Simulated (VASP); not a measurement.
# MoS2 (P6_3/mmc) in VASP: a series of runs, part 2 of 3

VASP 6.6.1. The steps go on from the part before.

## Step 3: Relaxation of cell and atoms, r2SCAN, target pressure 9.6 GPa, at which the enthalpy is minimised

This run uses another cell than the first one, of 16.20 Å³/atom, 0.907 times its volume.

Contents of INCAR:

```
ALGO = Normal
EDIFF = 1E-7
EDIFFG = -0.005
ENCUT = 600
IBRION = 2
ISIF = 3
ISMEAR = 0
KPAR = 2
LASPH = True
LCHARG = False
LMIXTAU = True
LREAL = False
LWAVE = False
METAGGA = R2SCAN
NELM = 80
NSW = 90
PREC = Accurate
PSTRESS = 96.0
SIGMA = 0.03
```

Contents of KPOINTS:

```
k-points
0
Gamma
  12 12 3
```

Contents of POSCAR:

```
MoS2                                    
1.0
    3.1140761818      0.0000000000      0.0000000000
   -1.5570380909      2.6968690828      0.0000000000
   -0.0000000000     -0.0000000000     11.5750279829
  Mo              S             
     2     4
Direct
     0.3333333332999970    0.6666666667000030    0.2500000000000000
     0.6666666667000030    0.3333333332999970    0.7500000000000000
     0.3333333332999970    0.6666666667000030    0.6155277360767338
     0.6666666667000030    0.3333333332999970    0.1155277360767337
     0.3333333332999970    0.6666666667000030    0.8844722639232662
     0.6666666667000030    0.3333333332999970    0.3844722639232663
```

Potentials or basis: VASP PAW PBE potentials, release 64 (Mo_sv, S).

The run is started by

```sh
cat potpaw_PBE.64/Mo_sv/POTCAR potpaw_PBE.64/S/POTCAR > POTCAR
mpirun -np 2 vasp_std > vasp.out
```

OUTCAR:

```text
EDIFF = 1E-7
   EDIFFG = -0.005
   ENCUT = 600
   IBRION = 2
   ISIF = 3
   ISMEAR = 0
   LASPH = True
   LREAL = False
   METAGGA = R2SCAN
   NELM = 80
   NSW = 90
   PREC = Accurate
   PSTRESS = 96.0

 ion  position               nearest neighbor table
   1  0.333  0.667  0.250-   4 2.38   6 2.38   4 2.38   6 2.38   4 2.38   6 2.38
   2  0.667  0.333  0.750-   3 2.38   5 2.38   3 2.38   5 2.38   3 2.38   5 2.38
   3  0.333  0.667  0.616-   2 2.38   2 2.38   2 2.38
   4  0.667  0.333  0.116-   1 2.38   1 2.38   1 2.38
   5  0.333  0.667  0.884-   2 2.38   2 2.38   2 2.38
   6  0.667  0.333  0.384-   1 2.38   1 2.38   1 2.38

  LATTYP: Found a hexagonal cell.
 ALAT       =     3.1140761818
 C/A-ratio  =     3.7170021885

  Lattice vectors:

 A1 = (   3.1140761818,   0.0000000000,   0.0000000000)
 A2 = (  -1.5570380909,   2.6968690828,   0.0000000000)
 A3 = (   0.0000000000,   0.0000000000,  11.5750279829)

Analysis of symmetry for initial positions (statically):
=====================================================================
 Subroutine PRICEL returns:
 Original cell was already a primitive cell.

 Routine SETGRP: Setting up the symmetry group for a
 hexagonal supercell.

 Subroutine GETGRP returns: Found 24 space group operations
 (whereof 12 operations were pure point group operations)
 out of a pool of 24 trial point group operations.

The static configuration has the point symmetry D_3d.
 The point group associated with its full space group is D_6h.

Analysis of symmetry for dynamics (positions and initial velocities):
=====================================================================
 Subroutine PRICEL returns:
 Original cell was already a primitive cell.

 Routine SETGRP: Setting up the symmetry group for a
 hexagonal supercell.

 Subroutine GETGRP returns: Found 24 space group operations
 (whereof 12 operations were pure point group operations)
 out of a pool of 24 trial point group operations.

The dynamic configuration has the point symmetry D_3d.
 The point group associated with its full space group is D_6h.

 Subroutine INISYM returns: Found 24 space group operations
 (whereof 12 operations are pure point group operations),
 and found     1 'primitive' translations

----------------------------------------------------------------------------------------

                                     Primitive cell

  volume of cell :      97.2100

  direct lattice vectors                    reciprocal lattice vectors
     3.114076182  0.000000000  0.000000000     0.321122523  0.185400175  0.000000000
    -1.557038091  2.696869083  0.000000000     0.000000000  0.370800350  0.000000000
     0.000000000  0.000000000 11.575027983     0.000000000  0.000000000  0.086392880

  length of vectors
     3.114076182  3.114076182 11.575027983     0.370800350  0.370800350  0.086392880

  position of ions in fractional coordinates (direct lattice)
     0.333333333  0.666666667  0.250000000
     0.666666667  0.333333333  0.750000000
     0.333333333  0.666666667  0.615527736
     0.666666667  0.333333333  0.115527736
     0.333333333  0.666666667  0.884472264
     0.666666667  0.333333333  0.384472264

  ion indices of the primitive-cell ions
   primitive index   ion index
                 1           1
[... 57 lines left out ...]
  0.333333 -0.000000  0.333333     12.000000
 [... further k-points ...]
   k-points           NKPTS =     38   k-points in BZ     NKDIM =     38   number of bands    NBANDS=     31
   number of dos      NEDOS =    301   number of ions     NIONS =      6
   total plane-waves  NPLWV =  75264
   dimension x,y,z NGX =    28 NGY =   28 NGZ =   96
   dimension x,y,z NGXF=    56 NGYF=   56 NGZF=  192
   ions per type =               2   4
   NGX,Y,Z   is equivalent  to a cutoff of  14.95, 14.95, 13.79 a.u.
   NGXF,Y,Z  is equivalent  to a cutoff of  29.90, 29.90, 27.58 a.u.
 SYSTEM =  unknown system
   PREC   = accura    normal or accurate (medium, high low for compatibility)
   ISTART =      0    job   : 0-new  1-cont  2-samecut
   ICHARG =      2    charge: 1-file 2-atom 10-const
   ISPIN  =      1    spin polarized calculation?
   LNONCOLLINEAR =      F non collinear calculations
   LSORBIT =      F    spin-orbit coupling
   LASPH  =      T    aspherical Exc in radial PAW
   ENCUT  =  600.0 eV  44.10 Ry    6.64 a.u.   6.22  6.22 23.12*2*pi/ulx,y,z
   NELM   =     80;   NELMIN=  2; NELMDL= -5     # of ELM steps
   EDIFF  = 0.1E-06   stopping-criterion for ELM
   LREAL  =      F    real-space projection
   EDIFFG = -.5E-02   stopping-criterion for IOM
   NSW    =     90    number of steps for IOM
   IBRION =      2    ionic relax: 0-MD 1-quasi-New 2-CG
   NFREE  =      1    steps in history (QN), initial steepest desc. (CG)
   ISIF   =      3    stress and relaxation
   ISYM   =      2    0-nonsym 1-usesym 2-fastsym
   POTIM  = 0.5000    time-step for ionic-motion
   TEBEG  =    0.0;   TEEND  =   0.0 temperature during run
   PSTRESS=   96.0 pullay stress
   NELECT =      52.0000    total number of electrons
   NUPDOWN=      -1.0000    fix difference up-down
   EMIN   =  10.00;   EMAX   =-10.00  energy-range for DOS
   EFERMI =   0.00;   METHOD = LEGACY
   ISMEAR =     0;   SIGMA  =   0.03  broadening in eV -4-tet -1-fermi 0-gaus
   EFERMI_NEDOS =   21; number of points for ismear=-14 and -15
   IALGO  =     38    algorithm
   IMIX   =      4    mixing-type and parameters
     AMIX     =   0.40;   BMIX     =  1.00
     AMIX_MAG =   1.60;   BMIX_MAG =  1.00
  volume/ion in A,a.u.               =      16.20       109.33
  Fermi-wavevector in a.u.,A,eV,Ry     =   1.328941  2.511334 24.029019  1.766083
  Thomas-Fermi vector in A             =   2.458140
   LORBIT       =      0    0 simple, 1 ext, 2 COOP (PROOUT), +10 PAW based schemes
   METAGGA = R2SCAN    functional components
   LHFCALC =     F    Hartree Fock is set to
   AEXX    =    0.0000 exact exchange contribution
   IVDW    =     0    specifies the selected vdW correction
   LEPSILON=     F    determine dielectric tensor
   LRPA    =     F    only Hartree local field effects (RPA)
 conjugate gradient relaxation of ions
 non-spin polarized calculation
 Gauss-broadening in eV      SIGMA  =   0.03
  energy-cutoff  :      600.00
  volume of cell :       97.21
 maximum number of plane-waves:      3287
 NGX is ok and might be reduce to    28
   NGX = 13   NGY = 13   NGZ = 47

 number of electron      52.0000000 magnetization

 Free energy of the ion-electron system (eV)
  ---------------------------------------------------
  ext. energy  EPLUGINS =         0.00000000
  ---------------------------------------------------
  free energy    TOTEN  =       -89.71709969 eV

  energy without entropy =      -89.71709969  energy(sigma->0) =      -89.71709969

 E-fermi :   9.1438     XC(G=0): -12.1444

 val. band max:        8.9669421400   @ k =   0.0000   0.0000   0.0000
 cond. band min:       9.6004247912   @ k =   0.1667   0.1667   0.0000
 fundamental gap:      0.6334826512
 Fermi energy:         9.1437533917

 k-point     1 :       0.0000    0.0000    0.0000
  band No.  band energies     occupation
      1     -54.7149      2.00000
      2     -54.7149      2.00000
      3     -28.1846      2.00000
      4     -28.1842      2.00000
      5     -27.8891      2.00000
      6     -27.8891      2.00000
[... 805 lines left out ...]
     30      10.8846      0.00000
     31      11.8820      0.00000

 [... further k-points ...]

------------------------ aborting loop because EDIFF is reached ----------------------------------------

  FORCE on cell =-STRESS in cart. coord.  units (eV):
  Direction    XX          YY          ZZ          XY          YZ          ZX
  --------------------------------------------------------------------------------------
  -------------------------------------------------------------------------------------
  Total        5.8225930      5.8225930      5.8283832     -0.0000000      0.0000000      0.0000000
  in kB       95.9656639     95.9656639     96.0610945     -0.0000000      0.0000000      0.0000000
  external PRESSURE =      -0.0025259 kB  Pullay stress =      96.0000000 kB

 VOLUME and BASIS-vectors are now :
 -----------------------------------------------------------------------------
  energy-cutoff  :      600.00
  volume of cell :       97.21
      direct lattice vectors                 reciprocal lattice vectors
     3.114076182  0.000000000  0.000000000     0.321122523  0.185400175  0.000000000
    -1.557038091  2.696869083  0.000000000     0.000000000  0.370800350  0.000000000
     0.000000000  0.000000000 11.575027983     0.000000000  0.000000000  0.086392880

 POSITION                                       TOTAL-FORCE (eV/Angst)
 -----------------------------------------------------------------------------------
     -0.00000      1.79791      2.89376         0.000000      0.000000      0.000000
      1.55704      0.89896      8.68127        -0.000000      0.000000      0.000000
     -0.00000      1.79791      7.12475        -0.000000     -0.000000     -0.000501
      1.55704      0.89896      1.33724         0.000000     -0.000000     -0.000501
     -0.00000      1.79791     10.23779        -0.000000     -0.000000      0.000501
      1.55704      0.89896      4.45028         0.000000     -0.000000      0.000501
 -----------------------------------------------------------------------------------
    total drift:                                0.000000     -0.000000      0.000000

  FREE ENERGIE OF THE ION-ELECTRON SYSTEM (eV)
  ---------------------------------------------------
  free  energy   TOTEN  =       -89.7170996874 eV

  energy  without entropy=      -89.7170996874  energy(sigma->0) =      -89.71709969

  enthalpy is  TOTEN    =       -83.8924233520 eV   P V=        5.8246763354

 reached required accuracy - stopping structural energy minimisation
```

Run time: 6 min. Hardware: 2 MPI ranks of AMD EPYC 9R45 (Zen 5), shared host; peak memory 0.32 GiB.

What came out:

* Free energy: -89.7171 eV
* Pressure after relaxing: 9.6 GPa
* Band gap on the k mesh: 0.63 eV, indirect (least direct gap 1.88 eV)

Final structure:
```
Mo S
1.0
     3.11408    0.00000    0.00000
    -1.55704    2.69687    0.00000
     0.00000    0.00000   11.57503
Mo S
2 4
Direct
  0.33333 0.66667 0.25000
  0.66667 0.33333 0.75000
  0.33333 0.66667 0.61553
  0.66667 0.33333 0.11553
  0.33333 0.66667 0.88447
  0.66667 0.33333 0.38447
```

Caveat: the relaxation stopped at its first step, so nothing moved; the cell is relaxed towards a set pressure, so the enthalpy falls and the energy may rise; the PAW data sets were made with another functional, which shifts forces and pressure a little; an odd mesh through Γ misses points on the zone boundary, where band edges often lie. r2SCAN opens gaps a little over a GGA but as a rule still falls short of measured ones.

(Continued in part 3 of 3.)
